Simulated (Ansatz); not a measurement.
**O-17 NMR of the central transition in Ga2O3 at a changed volume**

Cell: a structure deposited in the COD, relaxed with PBE at fixed cell and then changed (volume scaled by 0.96, ions relaxed).

```cif
data_Ga2O3
_symmetry_space_group_name_H-M 'C2/m'
_symmetry_Int_Tables_number 12
_cell_length_a 12.0489
_cell_length_b 2.9961
_cell_length_c 5.7197
_cell_angle_alpha 90.000
_cell_angle_beta 103.830
_cell_angle_gamma 90.000
loop_
_atom_site_label
_atom_site_type_symbol
_atom_site_symmetry_multiplicity
_atom_site_Wyckoff_symbol
_atom_site_fract_x
_atom_site_fract_y
_atom_site_fract_z
Ga1 Ga 4 i 0.0924 0.0000 0.7967
Ga3 Ga 4 i 0.6599 0.0000 0.3126
O5 O 4 i 0.1737 0.0000 0.1088
O7 O 4 i 0.1709 0.0000 0.5570
O9 O 4 i 0.4970 0.0000 0.2507
```

One atom of each set is listed; the run and its k-mesh use a cell of 10 atoms with edges of 6.21, 6.21, 5.72 Å.

The numbers come from a DFT calculation in Ansatz (PBE, plane waves and PAW, scalar-relativistic, 420 eV cutoff, Γ-centred 10×10×6 k-points, Fermi–Dirac smearing 0.02 eV).

O-17 has I = 5/2 and Q = -25.58 mb (Pyykkö 2018); at 18.8 T its Larmor frequency is ν₀ = 108.6 MHz. Only the quadrupole interaction is simulated: positions count from each site's isotropic chemical shift, and J coupling is left out, as are shift anisotropy and dipolar coupling, which fast spinning averages.

(1) What does the O-17 spectrum (fast magic-angle spinning) show for each site?

Answers

(1) 

```tsv
site	first shell	C_Q (MHz)	η	P_Q (MHz)	δ_QIS (ppm)	breadth (kHz)
O5	3 Ga at 1.82–1.93 Å; also 2 Ga at 3.12 Å	4.67	0.44	4.82	-11.8	2.98
O7	4 Ga at 1.84–2.03 Å; also 1 Ga at 3.33 Å	-2.51	0.12	2.51	-3.21	0.772
O9	3 Ga at 1.83–1.91 Å	6.69	0.08	6.70	-22.8	5.45
```

δ_QIS = −(ν_Q²/30ν₀²)[I(I+1) − 3/4](1 + η²/3) × 10⁶ ppm with ν_Q = 3|C_Q|/[2I(2I−1)]; it falls as 1/B₀² in ppm, and the breadth as 1/B₀ in kHz.

At O5 and O9 V_zz stands upright on the plane through its three neighbours (within 3°) in each case. At O7 V_zz points along its shortest bond, to Ga (within 5°).

At this changed cell the PBE pressure is 17 GPa.

The relaxation (5 steps) took 30 s of wall time (1.8 min of CPU time) and 1.1 GiB at its peak, on 4 threads of AMD EPYC 9R14 (Zen 4) (x86_64; 16 cores open to the job, memory cap 8.0 GiB, no GPU), a shared host with a load of 0.2 a core.
